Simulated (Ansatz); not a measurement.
# HfS2: the cost of one run

Method: DFT PBEsol, frozen-core PAW, scalar-relativistic unless said, in Ansatz 0.2.0.

### Step 1. Starting point

Symmetry: P-3m1, No. 164, trigonal system. The conventional cell has a = 3.640 Å, b = 3.640 Å, c = 6.056 Å, α = 90.00°, β = 90.00°, γ = 120.00°. Hf (site symmetry -3m) is surrounded by 6 S at 2.54 Å. S (site symmetry 3m) is surrounded by 3 Hf at 2.54 Å.

Structure file:

```
CELL_PARAMETERS angstrom
3.63966 0.00000 0.00000
-1.81983 3.15204 0.00000
0.00000 0.00000 6.05556
ATOMIC_POSITIONS crystal
Hf 0.00000 0.00000 0.00000
S 0.66667 0.33333 0.76395
S 0.33333 0.66667 0.23605
```

Cartesian axes are those of the input's lattice vectors. The structure goes back to a database entry.

### Step 2. Cell and atoms relaxed, PAW

Contents of input.yaml:

```yaml
crystal:
  lattice:
    - [3.63966417999, 0.0, 0.0]
    - [-1.81983209, 3.15204164112, 0.0]
    - [0.0, 0.0, 6.05556247]
  atoms:
    - { symbol: Hf, position: [0.0, 0.0, 0.0] }
    - { symbol: S, position: [0.666666666667, 0.333333333333, 0.76395205] }
    - { symbol: S, position: [0.333333333333, 0.666666666667, 0.23604795] }
kpoints:
  mp_grid: { grid: [10, 10, 6] }
scf:
  occupations: { method: fermi_dirac, width: 0.1 }
hamiltonian:
  xc: pbesol
  pseudopotentials: { kind: paw }
relax:
  f_tol: 0.002
  max_steps: 80
  cell: {}
output:
  forces: true
  stress: true
  write_density: true
  write_potential: true
  elf: true
  volumetric_format: npy
```

Started as:

```console
$ ansatz run input.yaml --threads 1 --pin off --max-ram 3072MiB --backend cpu --events-out ev --progress --plain --runs-dir out
```

What time and memory should one allow on 1 thread of AMD EPYC 9R45 (Zen 5), shared host?

About 16 s, with a peak of 0.46 GiB.
